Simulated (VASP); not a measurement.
## PbSe: equilibrium volume by level of theory

The structure is cubic, space group Fm-3m (No. 225). The conventional cell has a = 6.124 Å, b = 6.124 Å, c = 6.124 Å, α = 90.00°, β = 90.00°, γ = 90.00°. Pb (site symmetry m-3m) is surrounded by 6 Se at 3.06 Å. Se (site symmetry m-3m) has 6 Pb at 3.06 Å as nearest neighbours.

```csv
rung,level,program and potentials,cutoff (eV),k mesh,smearing,equilibrium volume (Å³/atom),notes
LDA,LDA,"VASP, LDA PAW files Pb_d, Se, 520 eV",520,8 × 8 × 8,gaussian 0.02,27.60,-
GGA,PBE,"VASP, PBE PAW files Pb_d, Se, 520 eV",520,8 × 8 × 8,gaussian 0.02,30.06,-
GGA,PBEsol,"VASP, PBE PAW files Pb_d, Se, 520 eV",520,8 × 8 × 8,gaussian 0.02,28.41,potentials made for PBE
meta-GGA,SCAN,"VASP, PBE PAW files Pb_d, Se, 520 eV",520,8 × 8 × 8,gaussian 0.02,29.16,potentials made for PBE
```

Task: relaxation of cell and atoms. All rows: no spin polarisation. Smearing widths are in eV. Meshes are those of the run's cell of 2 atoms unless a note names another. Relaxations start from the cell shown or near it and stop with a little pressure left. Runs on faulty files, with rough fits or with known faults for this quantity aren't shown. No row holds spin-orbit coupling.

By rung: LDA 27.60; GGA 28.41 to 30.06; meta-GGA 29.16 (Å³/atom).

The equilibrium volume grows from LDA (27.60 Å³/atom) through PBEsol and SCAN to PBE (30.06 Å³/atom), so the two GGAs bracket the meta-GGA and the rung alone doesn't fix the volume. LDA overbinds, as is usual. PBE's gradient correction favours the more inhomogeneous density of stretched bonds and so expands the lattice, while PBEsol's weaker exchange enhancement, suited to slowly varying densities, takes back much of that expansion. The spread is appreciable probably because PbSe is soft: its polar p–p bonds give a shallow energy minimum, which small differences in exchange and correlation can shift noticeably.

The lattice parameter shown is close to the known room-temperature value, and its volume falls between the PBEsol and SCAN results. Since thermal expansion enlarges the measured cell, a static calculation should come out slightly smaller, which suggests that PBEsol is nearer the mark than SCAN. A good volume wouldn't by itself vouch for the narrow gap at L, which depends separately on how each functional places the band edges.
